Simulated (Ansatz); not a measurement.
# FeO under changes of volume

One of the cells (10.013 Å³/atom); the others are scaled copies at fixed shape and fractional positions:

```xyz
2
Lattice="0.0000 2.1554 2.1554 2.1554 0.0000 2.1554 2.1554 2.1554 0.0000" Properties=species:S:1:pos:R:3 pbc="T T T"
Fe    0.0000    0.0000    0.0000
O     2.1554    2.1554    2.1554
```

```yaml
Program: Ansatz 0.2.0
Functional: PBE
Potentials_or_basis: Ansatz PAW earlier set
Cutoff: "930 eV (not typed: the program's choice for these potentials)"
k_mesh: 11 × 11 × 11
Occupations: fermi-dirac, width 0.05 eV
Spin: collinear spin, ferromagnetic start
Starting_moments: "[3.0, 0.0] μB"
```

```tsv
volume (Å³/atom)	energy over the lowest point (meV/atom)	pressure (GPa)
9.413	?	?
9.613	9.08	8.0
9.813	1.97	3.6
10.013	0.00	-0.3
10.214	2.62	-3.7
10.414	9.37	-6.9
10.614	19.82	-9.7
```

Q: What does the run at 9.413 Å³/atom give?

A: Energy over the lowest point 21.97 meV/atom; pressure 12.8 GPa.

Worked out: A Birch-Murnaghan fit of order 3 (a polynomial in V^(-2/3)) to the other rows has its minimum at 10.00 Å³/atom with B0 = V·E''(V) = 185 GPa and B' = 4.4. It gives 21.89 meV/atom at 9.413 Å³/atom, against the run's 21.97, and -dE/dV = 12.7 GPa, against 12.8.

Energies are extrapolated to zero smearing.

Caveats: a cell with one magnetic atom can't hold antiferromagnetic order, which such compounds often take.
